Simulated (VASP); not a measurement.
# NbP in VASP: a series of runs

Runs on NbP. Level: PBE. Tasks: single point.

Program: VASP 6.6.1. These are calculated values, not measurements. Logs are shortened: lines on timing, memory, paths and dates and some standing lists are left out, and cuts for length are marked.

## 1. The structure

The cell holds a slab with vacuum, 6 atoms: a = 3.325 Å, b = 3.325 Å, c = 27.690 Å, α = 90.00°, β = 90.00°, γ = 90.00°.

## 2. Single point, PBE

INCAR reads:

```
SYSTEM = NbP
ALGO = Normal ; DIPOL = 0.5 0.5 0.500
EDIFF = 1E-8 ; ENCUT = 750
GGA = PE ; IDIPOL = 3
ISIF = 2 ; ISMEAR = 1
LASPH = .TRUE. ; LCHARG = .FALSE.
LDIPOL = .TRUE. ; LREAL = .FALSE.
LVACPOTAV = .TRUE. ; LVHAR = .TRUE.
LWAVE = .FALSE. ; NBANDS = 41
NELM = 120 ; PREC = Accurate
SIGMA = 0.1
```

KPOINTS reads:

```
k-points
0
G
  19 19 1
  0 0 0
```

POSCAR reads:

```
NbP
1.0
    3.3250000000      0.0000000000      0.0000000000
    0.0000000000      3.3250000000      0.0000000000
    0.0000000000      0.0000000000     27.6900000000
Nb P
3 3
Direct
    0.5000000000      0.5000000000      0.3972553268
    0.0000000000      0.5000000000      0.5000000000
    0.0000000000      0.0000000000      0.6027446732
    0.0000000000      0.0000000000      0.3972553268
    0.5000000000      0.0000000000      0.5000000000
    0.5000000000      0.5000000000      0.6027446732
```

Potentials or basis: VASP PAW PBE potentials, release 64 (Nb_sv, P).

Run with:

```
$ cat potpaw_PBE.64/Nb_sv/POTCAR potpaw_PBE.64/P/POTCAR > POTCAR
$ mpirun -np 1 vasp_std > vasp.out
```

OUTCAR:

```text
SYSTEM = NbP
   EDIFF = 1E-8
   ENCUT = 750
   GGA = PE
   ISIF = 2
   ISMEAR = 1
   LASPH = .TRUE.
   LREAL = .FALSE.
   NELM = 120
   PREC = Accurate

 ion  position               nearest neighbor table
   1  0.500  0.500  0.397-   4 2.35   4 2.35   4 2.35   4 2.35
   2  0.000  0.500  0.500-   5 2.35   5 2.35   5 2.35   5 2.35
   3  0.000  0.000  0.603-   6 2.35   6 2.35   6 2.35   6 2.35
   4  0.000  0.000  0.397-   1 2.35   1 2.35   1 2.35   1 2.35
   5  0.500  0.000  0.500-   2 2.35   2 2.35   2 2.35   2 2.35
   6  0.500  0.500  0.603-   3 2.35   3 2.35   3 2.35   3 2.35

  LATTYP: Found a simple tetragonal cell.
 ALAT       =     3.3250000000
 C/A-ratio  =     8.3278195489

  Lattice vectors:

 A1 = (   3.3250000000,   0.0000000000,   0.0000000000)
 A2 = (   0.0000000000,   3.3250000000,   0.0000000000)
 A3 = (   0.0000000000,   0.0000000000,  27.6900000000)

Analysis of symmetry for initial positions (statically):
=====================================================================
 Subroutine PRICEL returns:
 Original cell was already a primitive cell.

 Routine SETGRP: Setting up the symmetry group for a
 simple tetragonal supercell.

 Subroutine GETGRP returns: Found  8 space group operations
 (whereof  4 operations were pure point group operations)
 out of a pool of 16 trial point group operations.

The static configuration has the point symmetry C_2v.
 The point group associated with its full space group is D_2d.

Analysis of symmetry for dynamics (positions and initial velocities):
=====================================================================
 Subroutine PRICEL returns:
 Original cell was already a primitive cell.

 Routine SETGRP: Setting up the symmetry group for a
 simple tetragonal supercell.

 Subroutine GETGRP returns: Found  8 space group operations
 (whereof  4 operations were pure point group operations)
 out of a pool of 16 trial point group operations.

The dynamic configuration has the point symmetry C_2v.
 The point group associated with its full space group is D_2d.

 Subroutine INISYM returns: Found  8 space group operations
 (whereof  4 operations are pure point group operations),
 and found     1 'primitive' translations

----------------------------------------------------------------------------------------

                                     Primitive cell

  volume of cell :     306.1303

  direct lattice vectors                    reciprocal lattice vectors
     3.325000000  0.000000000  0.000000000     0.300751880  0.000000000  0.000000000
     0.000000000  3.325000000  0.000000000     0.000000000  0.300751880  0.000000000
     0.000000000  0.000000000 27.690000000     0.000000000  0.000000000  0.036114121

  length of vectors
     3.325000000  3.325000000 27.690000000     0.300751880  0.300751880  0.036114121

  position of ions in fractional coordinates (direct lattice)
     0.500000000  0.500000000  0.397255327
     0.000000000  0.500000000  0.500000000
     0.000000000  0.000000000  0.602744673
     0.000000000  0.000000000  0.397255327
     0.500000000  0.000000000  0.500000000
     0.500000000  0.500000000  0.602744673

  ion indices of the primitive-cell ions
   primitive index   ion index
                 1           1
                 2           2
                 3           3
                 4           4
                 5           5
                 6           6

----------------------------------------------------------------------------------------

 KPOINTS: k-points

Automatic generation of k-mesh.
 Grid dimensions read from file:
 generate k-points for:   19   19    1

 Generating k-lattice:

  Cartesian coordinates                     Fractional coordinates (reciprocal lattice)
     0.015829046  0.000000000  0.000000000     0.052631579  0.000000000  0.000000000
     0.000000000  0.015829046  0.000000000     0.000000000  0.052631579  0.000000000
     0.000000000  0.000000000  0.036114121     0.000000000  0.000000000  1.000000000

  Length of vectors
     0.015829046  0.015829046  0.036114121

  Shift w.r.t. Gamma in fractional coordinates (k-lattice)
     0.000000000  0.000000000  0.000000000

 Subroutine IBZKPT returns following result:
 ===========================================

 Found     55 irreducible k-points:

 Following reciprocal coordinates:
            Coordinates               Weight
  0.000000  0.000000  0.000000      1.000000
  0.052632  0.000000  0.000000      4.000000
  0.105263  0.000000  0.000000      4.000000
  0.157895  0.000000  0.000000      4.000000
  0.210526  0.000000  0.000000      4.000000
  0.263158  0.000000  0.000000      4.000000
[... 16 lines left out ...]
  0.263158  0.105263  0.000000      8.000000
  0.315789  0.105263  0.000000      8.000000
 [... further k-points ...]
   k-points           NKPTS =     55   k-points in BZ     NKDIM =     55   number of bands    NBANDS=     41
   number of dos      NEDOS =    301   number of ions     NIONS =      6
   total plane-waves  NPLWV = 225000
   dimension x,y,z NGX =    30 NGY =   30 NGZ =  250
   dimension x,y,z NGXF=    60 NGYF=   60 NGZF=  500
   ions per type =               3   3
   NGX,Y,Z   is equivalent  to a cutoff of  15.00, 15.00, 15.01 a.u.
   NGXF,Y,Z  is equivalent  to a cutoff of  30.00, 30.00, 30.02 a.u.
 SYSTEM =  NbP
   PREC   = accura    normal or accurate (medium, high low for compatibility)
   ISTART =      0    job   : 0-new  1-cont  2-samecut
   ICHARG =      2    charge: 1-file 2-atom 10-const
   ISPIN  =      1    spin polarized calculation?
   LNONCOLLINEAR =      F non collinear calculations
   LSORBIT =      F    spin-orbit coupling
   LASPH  =      T    aspherical Exc in radial PAW
   ENCUT  =  750.0 eV  55.12 Ry    7.42 a.u.   7.42  7.42 61.83*2*pi/ulx,y,z
   NELM   =    120;   NELMIN=  2; NELMDL= -5     # of ELM steps
   EDIFF  = 0.1E-07   stopping-criterion for ELM
   LREAL  =      F    real-space projection
   EDIFFG = 0.1E-06   stopping-criterion for IOM
   NSW    =      0    number of steps for IOM
   IBRION =     -1    ionic relax: 0-MD 1-quasi-New 2-CG
   NFREE  =      0    steps in history (QN), initial steepest desc. (CG)
   ISIF   =      2    stress and relaxation
   ISYM   =      2    0-nonsym 1-usesym 2-fastsym
   POTIM  = 0.5000    time-step for ionic-motion
   TEBEG  =    0.0;   TEEND  =   0.0 temperature during run
   PSTRESS=    0.0 pullay stress
   NELECT =      54.0000    total number of electrons
   NUPDOWN=      -1.0000    fix difference up-down
   EMIN   =  10.00;   EMAX   =-10.00  energy-range for DOS
   EFERMI =   0.00;   METHOD = LEGACY
   ISMEAR =     1;   SIGMA  =   0.10  broadening in eV -4-tet -1-fermi 0-gaus
   EFERMI_NEDOS =   21; number of points for ismear=-14 and -15
   IALGO  =     38    algorithm
   IMIX   =      4    mixing-type and parameters
     AMIX     =   0.40;   BMIX     =  1.00
     AMIX_MAG =   1.60;   BMIX_MAG =  1.00
  volume/ion in A,a.u.               =      51.02       344.31
  Fermi-wavevector in a.u.,A,eV,Ry     =   0.918130  1.735013 11.469194  0.842962
  Thomas-Fermi vector in A             =   2.043177
   LORBIT       =      0    0 simple, 1 ext, 2 COOP (PROOUT), +10 PAW based schemes
   GGA     = PE    functional components
   LHFCALC =     F    Hartree Fock is set to
   AEXX    =    0.0000 exact exchange contribution
   IVDW    =     0    specifies the selected vdW correction
   LEPSILON=     F    determine dielectric tensor
   LRPA    =     F    only Hartree local field effects (RPA)
 non-spin polarized calculation
 Methfessel and Paxton  Order N= 1 SIGMA  =   0.10
  energy-cutoff  :      750.00
  volume of cell :      306.13
 maximum number of plane-waves:     14401
 NGX is ok and might be reduce to    30
   NGX = 15   NGY = 15   NGZ =123

 number of electron      54.0000001 magnetization

 dipolmoment           0.000000      0.000000     -0.000000 electrons x Angstroem

 Free energy of the ion-electron system (eV)
  ---------------------------------------------------
  ext. energy  EPLUGINS =         0.00000000
  ---------------------------------------------------
  free energy    TOTEN  =       -46.79142854 eV

  energy without entropy =      -46.79004211  energy(sigma->0) =      -46.79096640

 E-fermi :   0.8499     XC(G=0):  -4.3212

 val. band max:        0.8483876211   @ k =   0.1579   0.1053   0.0000
 cond. band min:       0.8533168682   @ k =   0.0526   0.0000   0.0000
 fundamental gap:      0.0049292470
 Fermi energy:         0.8499353567

 k-point     1 :       0.0000    0.0000    0.0000
  band No.  band energies     occupation
      1     -54.3696      2.00000
      2     -54.3670      2.00000
      3     -54.2953      2.00000
      4     -30.5224      2.00000
      5     -30.5224      2.00000
      6     -30.5017      2.00000
[... 31 lines left out ...]
     38       2.6998     -0.00000
     39       3.7346      0.00000

 k-point     2 :       0.0526    0.0000    0.0000
  band No.  band energies     occupation
      1     -54.3689      2.00000
      2     -54.3664      2.00000
      3     -54.2947      2.00000
      4     -30.5319      2.00000
      5     -30.5214      2.00000
      6     -30.5114      2.00000
[... 31 lines left out ...]
     38       2.7997     -0.00000
     39       3.8091      0.00000

 k-point     3 :       0.1053    0.0000    0.0000
  band No.  band energies     occupation
      1     -54.3671      2.00000
      2     -54.3647      2.00000
      3     -54.2931      2.00000
      4     -30.5592      2.00000
      5     -30.5386      2.00000
      6     -30.5183      2.00000
[... 832 lines left out ...]
 k-point    23 :       0.2632    0.1053    0.0000
  band No.  band energies     occupation
      1     -54.3546      2.00000
      2     -54.3529      2.00000
      3     -54.2819      2.00000
      4     -30.7019      2.00000
      5     -30.6792      2.00000
      6     -30.6386      2.00000
[... 31 lines left out ...]
     38       5.0402      0.00000
     39       5.2535      0.00000

 k-point    24 :       0.3158    0.1053    0.0000
  band No.  band energies     occupation
      1     -54.3509      2.00000
      2     -54.3494      2.00000
      3     -54.2786      2.00000
      4     -30.7544      2.00000
      5     -30.7307      2.00000
      6     -30.6921      2.00000
[... 31 lines left out ...]
     38       5.5925      0.00000
     39       5.7158      0.00000

 [... further k-points ...]

 [bands above 39 left out]

------------------------ aborting loop because EDIFF is reached ----------------------------------------

 vacuum level on the upper side and lower side of the slab       (xc-potential included)        -0.092        -0.092

  FORCE on cell =-STRESS in cart. coord.  units (eV):
  Direction    XX          YY          ZZ          XY          YZ          ZX
  --------------------------------------------------------------------------------------
  -------------------------------------------------------------------------------------
  Total       18.2948870     18.2948870     -5.6101795      0.0000000      0.0000000      0.0000000
  in kB       95.7489584     95.7489584    -29.3616926      0.0000000      0.0000000      0.0000000
  external PRESSURE =      54.0454081 kB  Pullay stress =       0.0000000 kB

 VOLUME and BASIS-vectors are now :
 -----------------------------------------------------------------------------
  energy-cutoff  :      750.00
  volume of cell :      306.13
      direct lattice vectors                 reciprocal lattice vectors
     3.325000000  0.000000000  0.000000000     0.300751880  0.000000000  0.000000000
     0.000000000  3.325000000  0.000000000     0.000000000  0.300751880  0.000000000
     0.000000000  0.000000000 27.690000000     0.000000000  0.000000000  0.036114121

 POSITION                                       TOTAL-FORCE (eV/Angst)
 -----------------------------------------------------------------------------------
      1.66250      1.66250     11.00000         0.000000      0.000000      0.992843
      0.00000      1.66250     13.84500         0.000000      0.000000      0.000000
      0.00000      0.00000     16.69000         0.000000      0.000000     -0.992843
      0.00000      0.00000     11.00000         0.000000      0.000000     -0.008384
      1.66250      0.00000     13.84500         0.000000      0.000000      0.000000
      1.66250      1.66250     16.69000         0.000000      0.000000      0.008384
 -----------------------------------------------------------------------------------
    total drift:                                0.000000      0.000000     -0.000000

  FREE ENERGIE OF THE ION-ELECTRON SYSTEM (eV)
  ---------------------------------------------------
  free  energy   TOTEN  =       -46.7914285424 eV

  energy  without entropy=      -46.7900421104  energy(sigma->0) =      -46.79096640

 vacuum level on the upper side and lower side of the slab         4.745         4.745
```

It took 42 min on 1 thread of Intel Xeon Platinum 8488C (Sapphire Rapids), shared host; peak memory 1.1 GiB.

Results:

* Free energy: -46.7914 eV
* Largest force: 0.993 eV/Å
* Band gap on the k mesh: none (metal or under the smearing width)
* Work function of the upper face: 3.90 eV
* Work function of the lower face: 3.90 eV

Forces in eV/Å, atoms in the order of the input:
```
Nb   0.000  0.000  0.993
Nb   0.000  0.000  0.000
Nb   0.000  0.000 -0.993
P    0.000  0.000 -0.008
P    0.000  0.000  0.000
P    0.000  0.000  0.008
```

[end of part 1 of 2]
